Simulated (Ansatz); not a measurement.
NaH in the zincblende structure, relaxed with r2SCAN, was run in the PAW code Ansatz under altered settings. All numbers are computed, without spin polarisation but where a row says otherwise.

```
Na H
1.0
     0.00000    2.59692    2.59692
     2.59692    0.00000    2.59692
     2.59692    2.59692    0.00000
Na H
1 1
Direct
  0.00000 0.00000 0.00000
  0.25000 0.25000 0.25000
```

The base run's other keys:
```yaml
kpoints:
  mp_grid: { grid: [4, 4, 4] }
hamiltonian:
  xc: hse06
scf:
  occupations: { method: fixed }
  n_extra_bands: 4
```

It takes 10 iterations with 701 plane waves at 420 eV and 8 k points, and leaves a mean stress of +0.05 GPa. The gap over this mesh is 4.616 eV. It ran on 4 threads of Arm Neoverse N1, with other jobs on the host.

Outcomes, with energy and stress as changes against the base:

| setting | outcome | ΔF (meV/atom) | Δ mean stress (GPa) | gap on the mesh (eV) | iterations | wall time |
| --- | --- | --- | --- | --- | --- | --- |
| PBE hybrid, exx coeff 0.5, omega 0.5 1/Å | converged | – | -0.2 | 4.565 | 11 | 3.9 s |
| hamiltonian.xc: hf | converged | – | +1.4 | 11.045 | 17 | 4.2 s |
| scf.exx.singularity: wigner_seitz | converged | 0.0 | 0.0 | 4.616 | 10 | 3.5 s |
| PBE hybrid, exx coeff 0.35, omega 0.2078 1/Å | converged | – | -0.1 | 5.029 | 11 | 3.7 s |
| basis.ecutrho_ratio: 8 | converged | 0.0 | 0.0 | 4.616 | 10 | 4.1 s |

A dash marks a value that wasn't obtained or can't be compared. Stress is positive in compression. The base took 3.7 s.

- PBE hybrid, exx coeff 0.5, omega 0.5 1/Å. That is 50 % exact exchange, screened with ω = 0.5 1/Å, against HSE06's 25 % screened at 0.208 1/Å. The mean stress moves by -0.2 GPa and the gap on the mesh by -0.050 eV (to 4.565). Totals of different functionals aren't comparable.
- hamiltonian.xc: hf. The mean stress moves by +1.4 GPa and the gap on the mesh by +6.429 eV (to 11.045). It's another functional on the same cell, so totals aren't comparable.
- PBE hybrid, exx coeff 0.35, omega 0.2078 1/Å. That is 35 % exact exchange, screened with ω = 0.2078 1/Å, against HSE06's 25 % screened at 0.208 1/Å. The mean stress moves by -0.1 GPa and the gap on the mesh by +0.413 eV (to 5.029). Totals of different functionals aren't comparable.

Within 1 meV an atom, 0.1 GPa and 0.005 eV of the base stay: scf.exx.singularity: wigner_seitz; basis.ecutrho_ratio: 8.

The program warns that its thresholds are loose for a hybrid's stress.

The meshes of the hybrids are coarse, so their gaps aren't converged to the digits shown.
